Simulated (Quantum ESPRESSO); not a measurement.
The system is MnO.

```xyz
2
Lattice="0.0000 2.4365 2.4365 2.4365 0.0000 2.4365 2.4365 2.4365 0.0000" Properties=species:S:1:pos:R:3 pbc="T T T"
Mn    0.0000    0.0000    0.0000
O     1.2183    1.2183    1.2183
```

Measurements of this composition are mostly on another form, of space group No. 225.

```yaml
Program: Quantum ESPRESSO 7.5
Task: single point
Functional: PBE
Potentials_or_basis: SSSP 1.3 efficiency PBE
Cutoff: 884 eV
Density_cutoff: 10612 eV
k_mesh: 9 × 9 × 9
Occupations: fermi-dirac, width 0.05 eV
Spin: collinear spin, ferromagnetic start
Starting_moments: "[4.0, 0.0] μB"
```

On this cell: pressure -4.8 GPa; largest force zero by symmetry; net moment 5.00 μB per cell; site moments Mn +4.03; O +0.20 μB; band gap on the k mesh none (metal or under the smearing width).

The same run follows on a disturbed copy (atoms moved at random, drawn with an rms of 0.05 Å):

```
Mn O
1.0
     0.00000    2.43651    2.43651
     2.43651    0.00000    2.43651
     2.43651    2.43651    0.00000
Mn O
1 1
Direct
  0.00305 0.99961 0.00181
  0.24095 0.24014 0.26978
```

Problem. What does the disturbed cell give?

Solution. The energy (extrapolated to zero smearing) moves by +2.8 meV/atom; pressure -4.7 GPa; largest force 0.209 eV/Å; net moment 5.00 μB per cell; site moments Mn +3.98; O +0.20 μB; band gap on the k mesh none (metal or under the smearing width).

Forces on the atoms (eV/Å):
```
Mn   0.081  0.064 -0.182
O   -0.081 -0.064  0.182
```

Stress tensor (GPa, compression positive):
```
-4.65  1.11 -0.39
 1.11 -4.63 -0.49
-0.39 -0.49 -4.81
```

Caveats: a cell with one magnetic atom can't hold antiferromagnetic order, which such compounds often take; semilocal functionals often make such compounds metallic where correlation or magnetic order opens a gap, which also shifts bond lengths.
